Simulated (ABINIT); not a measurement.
# ZnSe (Stilleite) (F-43m) in ABINIT: single point with PBEsol

Aim: the single point of ZnSe (Stilleite) with PBEsol.

Everything below comes from runs of ABINIT 10.8.3 (patched build). Logs are shortened: lines on timing, memory, paths and dates and some standing lists are left out, and cuts for length are marked. The log counts tension as positive stress, the text compression.

**What was measured.**

“Alloy Disordering Effects on the Thermal Conductivity and Energy Gap Temperature Dependence of Cd1−xZnxSe Ternary Crystals Grown by the Bridgman Method”, 2023, pmc:10253836 reports, for a bulk crystal of ZnSe at 300 K: band gap 2.695 ± 0.003 eV (an exciton energy, a little under the gap).

The results are compared with them further down.

## 1. Starting point

The structure is cubic, space group F-43m (No. 216). The conventional cell has a = 5.668 Å, b = 5.668 Å, c = 5.668 Å, α = 90.00°, β = 90.00°, γ = 90.00°. Around Se (site symmetry -43m) lie 4 Zn at 2.45 Å. Zn (site symmetry -43m) is surrounded by 4 Se at 2.45 Å.

## 2. Single point, PBEsol

run.abi

```
pp_dirpath "./"
pseudos "Se.upf, Zn.upf"

acell 4.0075983931 4.0075983931 4.0075983931 Angstrom
rprim
     0.0000000000     0.7071067812     0.7071067812
     0.7071067812     0.0000000000     0.7071067812
     0.7071067812     0.7071067812     0.0000000000
ntypat 2
znucl 34 30
natom 2
typat 1 2
xcart
     8.0326588379     8.0326588379     8.0326588379
     0.0000000000     0.0000000000     0.0000000000

ecut 39.0

kptopt 1
ngkpt 6 6 6
nshiftk 1
shiftk 0.0 0.0 0.0

ixc -116133

nband 22
occopt 3
tsmear 0.00183747

nstep 100
tolvrs 1.0e-10

iomode 3
prtwf 0
prtden 0
prteig 0
prtebands 0
enunit 2
```

Potentials or basis: PseudoDojo NC SR PBEsol v0.4.1 standard.

Started as:

```
> mpirun --bind-to none -np 4 abinit run.abi > log 2>&1
```

run.abo:

```text
.Version 10.8.3 of ABINIT
 Symmetries : space group F-4 3 m (#216); Bravais cF (face-center cubic)
================================================================================
 Values of the parameters that define the memory need of the present run
     intxc =       0    ionmov =       0      iscf =       7    lmnmax =       6
     lnmax =       6     mgfft =      45  mpssoang =       3    mqgrid =    3001
     natom =       2  nloc_mem =       1    nspden =       1   nspinor =       1
    nsppol =       1      nsym =      24    n1xccc =    2501    ntypat =       2
    occopt =       3   xclevel =       2
       mpw =        3593          nfft =       91125          nkpt =          16
================================================================================
================================================================================

--------------------------------------------------------------------------------
------------- Echo of variables that govern the present computation ------------
--------------------------------------------------------------------------------
 -outvars: echo values of preprocessed input variables --------
            acell      7.5732633856E+00  7.5732633856E+00  7.5732633856E+00 Bohr
              amu      7.89600000E+01  6.53900000E+01
             ecut      3.90000000E+01 Hartree
           enunit           2
              ixc     -116133
         kptrlatt        6    0    0      0    6    0      0    0    6
          kptrlen      4.54395803E+01
            natom           2
            nband          22
            ngfft          45      45      45
             nkpt          16
            nstep         100
             nsym          24
           ntypat           2
           occopt           3
           prtden           0
        prtebands           0
           prteig           0
            prtwf           0
            rprim      0.0000000000E+00  7.0710678120E-01  7.0710678120E-01
                       7.0710678120E-01  0.0000000000E+00  7.0710678120E-01
                       7.0710678120E-01  7.0710678120E-01  0.0000000000E+00
          spgroup         216
           tolvrs      1.00000000E-10
           tsmear      1.83747000E-03 Hartree
            typat      1  2
           xangst      4.2506999971E+00  4.2506999971E+00  4.2506999971E+00
                      -3.0393193376E-09 -3.0393193376E-09 -3.0393193376E-09
            xcart      8.0326588379E+00  8.0326588379E+00  8.0326588379E+00
                      -5.7434811573E-09 -5.7434811573E-09 -5.7434811573E-09
             xred      7.4999999946E-01  7.4999999946E-01  7.4999999946E-01
                      -5.3626214580E-10 -5.3626214580E-10 -5.3626214580E-10
            znucl       34.00000   30.00000

================================================================================

 chkinp: Checking input parameters for consistency.

================================================================================
== DATASET  1 ==================================================================

--- !DatasetInfo
iteration_state: {dtset: 1, }
dimensions: {natom: 2, nkpt: 16, mband: 22, nsppol: 1, nspinor: 1, nspden: 1, mpw: 3593, }
cutoff_energies: {ecut:  39.0, pawecutdg:  -1.0, }
electrons: {nelect:   3.60000000E+01, charge:   0.00000000E+00, occopt:   3.00000000E+00, tsmear:   1.83747000E-03, }
meta: {optdriver: 0, ionmov: 0, optcell: 0, iscf: 7, paral_kgb: 0, }
...

 Real(R)+Recip(G) space primitive vectors, cartesian coordinates (Bohr,Bohr^-1):
 R(1)=  0.0000000  5.3551059  5.3551059  G(1)= -0.0933688  0.0933688  0.0933688
 R(2)=  5.3551059  0.0000000  5.3551059  G(2)=  0.0933688 -0.0933688  0.0933688
 R(3)=  5.3551059  5.3551059  0.0000000  G(3)=  0.0933688  0.0933688 -0.0933688
 Unit cell volume ucvol=  3.0713845E+02 bohr^3
 Angles (23,13,12)=  6.00000000E+01  6.00000000E+01  6.00000000E+01 degrees

 getcut: wavevector=  0.0000  0.0000  0.0000  ngfft=  45  45  45
         ecut(hartree)=     39.000   => boxcut(ratio)=   2.06668

--- Pseudopotential description ------------------------------------------------
- pspini: atom type   1  psp file is ./Se.upf
12 -116133 2 -1 1198                          pspcod,pspxc,lmax,lloc,mmax
     nproj     2     2     2

- pspini: atom type   2  psp file is ./Zn.upf
12 -116133 2 -1 1312                          pspcod,pspxc,lmax,lloc,mmax
     nproj     2     2     2

   2.00707394E+03                                ecore*ucvol(ha*bohr**3)
--------------------------------------------------------------------------------

================================================================================

--- !BeginCycle
iteration_state: {dtset: 1, }
solver: {iscf: 7, nstep: 100, nline: 4, wfoptalg: 0, }
tolerances: {tolvrs: 1.00E-10, }
...

     iter   Etot(hartree)      deltaE(h)  residm     vres2
 ETOT  1  -325.61903641800    -3.256E+02 6.872E-01 1.185E+04
 ETOT  2  -327.27070918294    -1.652E+00 1.440E-01 2.055E+04
 ETOT  3  -329.64889095928    -2.378E+00 2.688E-02 3.208E+03
 ETOT  4  -329.90959266294    -2.607E-01 1.532E-02 1.292E+03
 ETOT  5  -330.01080021778    -1.012E-01 4.956E-03 4.840E+02
 ETOT  6  -330.05341871364    -4.262E-02 3.293E-03 1.620E+02
 ETOT  7  -330.07096380328    -1.755E-02 1.557E-03 2.856E+01
 ETOT  8  -330.07493050667    -3.967E-03 1.100E-03 9.811E-03
 ETOT  9  -330.07491047633     2.003E-05 2.008E-03 1.957E-01
 ETOT 10  -330.07493939942    -2.892E-05 3.686E-04 2.061E-05
 ETOT 11  -330.07493944209    -4.267E-08 7.199E-04 1.020E-06
 ETOT 12  -330.07493944269    -6.061E-10 9.887E-05 2.846E-06
 ETOT 13  -330.07493944309    -3.981E-10 1.739E-04 2.309E-08
 ETOT 14  -330.07493944309     6.366E-12 2.201E-05 8.840E-09
 ETOT 15  -330.07493944310    -1.637E-11 3.883E-05 2.205E-10
 ETOT 16  -330.07493944309     7.503E-12 4.763E-06 2.972E-12

 At SCF step   16       vres2   =  2.97E-12 < tolvrs=  1.00E-10 =>converged.

 Cartesian components of stress tensor (hartree/bohr^3)
  sigma(1 1)=  5.48621736E-05  sigma(3 2)=  0.00000000E+00
  sigma(2 2)=  5.48621736E-05  sigma(3 1)=  0.00000000E+00
  sigma(3 3)=  5.48621736E-05  sigma(2 1)=  0.00000000E+00

--- !ResultsGS
iteration_state: {dtset: 1, }
comment   : Summary of ground state results
lattice_vectors:
- [  0.0000000,   5.3551059,   5.3551059, ]
- [  5.3551059,   0.0000000,   5.3551059, ]
- [  5.3551059,   5.3551059,   0.0000000, ]
lattice_lengths: [   7.57326,    7.57326,    7.57326, ]
lattice_angles: [ 60.000,  60.000,  60.000, ] # degrees, (23, 13, 12)
lattice_volume:   3.0713845E+02
convergence: {deltae:  7.503E-12, res2:  2.972E-12, residm:  4.763E-06, diffor: null, }
etotal    :  -3.30074939E+02
entropy   :   0.00000000E+00
fermie    :   1.44398299E-01
cartesian_stress_tensor: # hartree/bohr^3
- [  5.48621736E-05,   0.00000000E+00,   0.00000000E+00, ]
- [  0.00000000E+00,   5.48621736E-05,   0.00000000E+00, ]
- [  0.00000000E+00,   0.00000000E+00,   5.48621736E-05, ]
pressure_GPa:  -1.6141E+00
xred      :
- [  7.5000E-01,   7.5000E-01,   7.5000E-01, Se]
- [ -5.3626E-10,  -5.3626E-10,  -5.3626E-10, Zn]
cartesian_forces: # hartree/bohr
- [  4.12009312E-25,   4.12009312E-25,  -1.23602794E-24, ]
- [ -4.12009312E-25,  -4.12009312E-25,   1.23602794E-24, ]
force_length_stats: {min:   1.36648030E-24, max:   1.36648030E-24, mean:   1.36648030E-24, }
...

 Integrated electronic density in atomic spheres:
 ------------------------------------------------
 Atom  Sphere_radius  Integrated_density
    1        2.00000         13.24882225
    2        2.00000         18.12399871
================================================================================

 ----iterations are completed or convergence reached----

 Mean square residual over all n,k,spin=   14.071E-09; max=  47.628E-07
 reduced coordinates (array xred) for    2 atoms
       0.749999999464      0.749999999464      0.749999999464
      -0.000000000536     -0.000000000536     -0.000000000536
 rms dE/dt=  6.2390E-24; max dE/dt=  8.8233E-24; dE/dt below (all hartree)
    1       0.000000000000      0.000000000000     -0.000000000000
    2      -0.000000000000     -0.000000000000      0.000000000000

 cartesian coordinates (angstrom) at end:
    1      4.25069999709153     4.25069999709153     4.25069999709153
    2     -0.00000000303932    -0.00000000303932    -0.00000000303932

 cartesian forces (hartree/bohr) at end:
    1      0.00000000000000     0.00000000000000    -0.00000000000000
    2     -0.00000000000000    -0.00000000000000     0.00000000000000
 frms,max,avg= 7.8893777E-25 1.2360279E-24   0.000E+00  0.000E+00  0.000E+00 h/b

 cartesian forces (eV/Angstrom) at end:
    1      0.00000000000000     0.00000000000000    -0.00000000000000
    2     -0.00000000000000    -0.00000000000000     0.00000000000000
 frms,max,avg= 4.0568811E-23 6.3559112E-23   0.000E+00  0.000E+00  0.000E+00 e/A
 length scales=  7.573263385587  7.573263385587  7.573263385587 bohr
              =  4.007598393100  4.007598393100  4.007598393100 angstroms
 Fermi (or HOMO) energy (hartree) =   0.14440   Average Vxc (hartree)=  -0.37110
 Eigenvalues (hartree) for nkpt=  16  k points:
 kpt#   1, nband= 22, wtk=  0.00463, kpt=  0.0000  0.0000  0.0000 (reduced coord)
  -4.46894   -2.79011   -2.79011   -2.79011   -1.60334   -1.60334   -1.60334   -1.60316
  -1.60316   -0.36635   -0.11888   -0.11888   -0.11888   -0.10526   -0.10526    0.12190
   0.12190    0.12190    0.16482    0.33319    0.33319    0.33319
      occupation numbers for kpt#   1
   2.00000    2.00000    2.00000    2.00000    2.00000    2.00000    2.00000    2.00000
   2.00000    2.00000    2.00000    2.00000    2.00000    2.00000    2.00000    1.99999
   1.99999    1.99999    0.00003    0.00000    0.00000    0.00000
 prteigrs : prtvol=0 or 1, do not print more k-points.

 Fermi (or HOMO) energy (eV) =   3.92928   Average Vxc (eV)= -10.09803
 Eigenvalues (   eV  ) for nkpt=  16  k points:
 kpt#   1, nband= 22, wtk=  0.00463, kpt=  0.0000  0.0000  0.0000 (reduced coord)
-121.60603  -75.92282  -75.92282  -75.92282  -43.62909  -43.62909  -43.62909  -43.62414
 -43.62414   -9.96882   -3.23486   -3.23486   -3.23486   -2.86439   -2.86439    3.31702
   3.31702    3.31702    4.48491    9.06653    9.06653    9.06653
 prteigrs : prtvol=0 or 1, do not print more k-points.

--- !EnergyTerms
iteration_state     : {dtset: 1, }
comment             : Components of total free energy in Hartree
kinetic             :  1.70667691233335E+02
hartree             :  1.24817246769677E+02
xc                  : -4.62268965300545E+01
Ewald energy        : -1.64371564725863E+02
psp_core            :  6.53475314506448E+00
local_psp           : -3.20969896872074E+02
non_local_psp       : -1.00526272456696E+02
internal            : -3.30074939436613E+02
'-kT*entropy'       : -6.48192920789093E-09
total_energy        : -3.30074939443094E+02
total_energy_eV     : -8.98179666730483E+03
band_energy         : -4.33049239662956E+01
...

 Cartesian components of stress tensor (hartree/bohr^3)
  sigma(1 1)=  5.48621736E-05  sigma(3 2)=  0.00000000E+00
  sigma(2 2)=  5.48621736E-05  sigma(3 1)=  0.00000000E+00
  sigma(3 3)=  5.48621736E-05  sigma(2 1)=  0.00000000E+00

-Cartesian components of stress tensor (GPa)         [Pressure= -1.6141E+00 GPa]
- sigma(1 1)=  1.61410087E+00  sigma(3 2)=  0.00000000E+00
- sigma(2 2)=  1.61410087E+00  sigma(3 1)=  0.00000000E+00
- sigma(3 3)=  1.61410087E+00  sigma(2 1)=  0.00000000E+00

== END DATASET(S) ==============================================================
================================================================================

 -outvars: echo values of variables after computation  --------
            acell      7.5732633856E+00  7.5732633856E+00  7.5732633856E+00 Bohr
           etotal     -3.3007493944E+02
            fcart      4.1200931201E-25  4.1200931201E-25 -1.2360279360E-24
                      -4.1200931201E-25 -4.1200931201E-25  1.2360279360E-24
            rprim      0.0000000000E+00  7.0710678120E-01  7.0710678120E-01
                       7.0710678120E-01  0.0000000000E+00  7.0710678120E-01
                       7.0710678120E-01  7.0710678120E-01  0.0000000000E+00
           strten      5.4862173621E-05  5.4862173621E-05  5.4862173621E-05
                       0.0000000000E+00  0.0000000000E+00  0.0000000000E+00
           xangst      4.2506999971E+00  4.2506999971E+00  4.2506999971E+00
                      -3.0393193376E-09 -3.0393193376E-09 -3.0393193376E-09
             xred      7.4999999946E-01  7.4999999946E-01  7.4999999946E-01
                      -5.3626214580E-10 -5.3626214580E-10 -5.3626214580E-10
 Calculation completed.
```

Run time: 13 s. Hardware: 4 MPI ranks of Intel Xeon 6975P-C (Granite Rapids), shared host; peak memory 0.32 GiB.

What came out:

```yaml
Free_energy: -8981.7967 eV
Pressure: -1.6 GPa
Band_gap_on_the_k_mesh: 1.17 eV, direct
Valence_electrons_inside_the_program's_atomic_spheres: Se 13.25; Zn 18.12
```

Levels at points of the mesh, in eV from the valence-band top:
| k point | band 16 | band 17 | band 18 | band 19 | band 20 | band 21 |
| --- | --- | --- | --- | --- | --- | --- |
| (0.00, 0.00, 0.00) | 0.00 | 0.00 | 0.00 | 1.17 | 5.75 | 5.75 |
| (0.50, 0.00, 0.00) | -5.27 | -0.87 | -0.87 | 2.45 | 6.32 | 6.32 |
| (0.50, 0.50, 0.00) | -4.78 | -2.20 | -2.20 | 2.85 | 3.38 | 10.59 |

## 3. How close it comes

Step 2. A measured gap of ZnSe is 2.695 eV (an exciton energy, a little under the gap; 300 K; “Alloy Disordering Effects on the Thermal Conductivity and Energy Gap Temperature Dependence of Cd1−xZnxSe Ternary Crystals Grown by the Bridgman Method”, 2023, pmc:10253836); the calculated 1.17 eV misses it by -1.53 eV. So large a miss can be the level of theory's own, or it may mean another phase, state or a wrong row. Spin-orbit coupling on Se is left out. The value is that of PBEsol, without temperature or zero-point motion. Semilocal functionals fall short of measured gaps as a rule.
